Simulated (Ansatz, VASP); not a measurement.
# TaN: VASP beside Ansatz

File INCAR:

```
PREC     = Accurate       # precision mode
ENCUT    = 520            # plane-wave cutoff, eV
EDIFF    = 1E-6           # SCF threshold, eV
ISMEAR   = -1             # smearing method
SIGMA    = 0.05           # smearing width, eV
LREAL    = F              # projectors in reciprocal space
LASPH    = T              # aspherical terms in the spheres
NELM     = 100            # most SCF steps
ALGO     = Normal         # electronic algorithm
ISIF     = 2              # what is computed and relaxed
LWAVE    = F              # write WAVECAR
LCHARG   = F              # write CHGCAR
GGA      = PS             # functional
NBANDS   = 15             # bands
```

File KPOINTS:

```
regular mesh
0
Gamma
  10 10 10
```

The input POSCAR:

```
TaN
1.0
    0.0000000000      2.2113230000      2.2113230000
    2.2113230000      0.0000000000      2.2113230000
    2.2113230000      2.2113230000      0.0000000000
Ta N
1 1
Direct
    0.5000000000      0.5000000000      0.5000000000
    0.0000000000      0.0000000000      0.0000000000
```

The input input.yaml:

```yaml
crystal:
  lattice:
    - [0.0, 2.211323, 2.211323]
    - [2.211323, 0.0, 2.211323]
    - [2.211323, 2.211323, 0.0]
  atoms:
    - { symbol: Ta, position: [0.5, 0.5, 0.5] }
    - { symbol: "N", position: [0.0, 0.0, 0.0] }
hamiltonian:
  xc: pbesol
  pseudopotentials: { kind: paw }
kpoints:
  mp_grid: { grid: [10, 10, 10] }
scf:
  occupations: { method: fermi_dirac, width: 0.05 }
output:
  forces: true
  stress: true
  eigenvalues: true
```

The cell comes from a database or a generator and needn't be the stable form of this composition.

Alike in both runs: task single point; functional PBEsol; k mesh 10 × 10 × 10; occupations fermi-dirac, width 0.05 eV; no spin polarisation.

```csv
,VASP,Ansatz
version,VASP 6.6.1,Ansatz 0.2.0
potentials or method,"VASP PAW PBE potentials, release 64 (Ta_pv, N)",Ansatz PAW
plane-wave cutoff (eV),520,420
valence electrons in the cell,16,18
```

Ansatz gave:

| Quantity | Value |
| --- | --- |
| gap on the k mesh at the Fermi level (eV) | none |
| pressure (GPa) | -10.7 |

Problem. Estimate VASP's values.

Solution. gap on the k mesh at the Fermi level (eV): none; pressure (GPa): -9.9.

A gap of «none» marks a metal or a gap that the smearing closes. The functional is the same, so the differences come from potentials, cutoffs and numerics. The two sets of potentials don't hold the same shells in valence.

Caveats: the PAW data sets were made with another functional, which shifts forces and pressure a little (VASP); the pressure holds a Pulay correction of +0.5 GPa for the finite cutoff (Ansatz); the PAW data sets come from PBE, with cores solved anew for the run's functional, which leaves a small shift of forces and pressure (Ansatz). Spin-orbit coupling is left out, which matters for the levels of Ta.
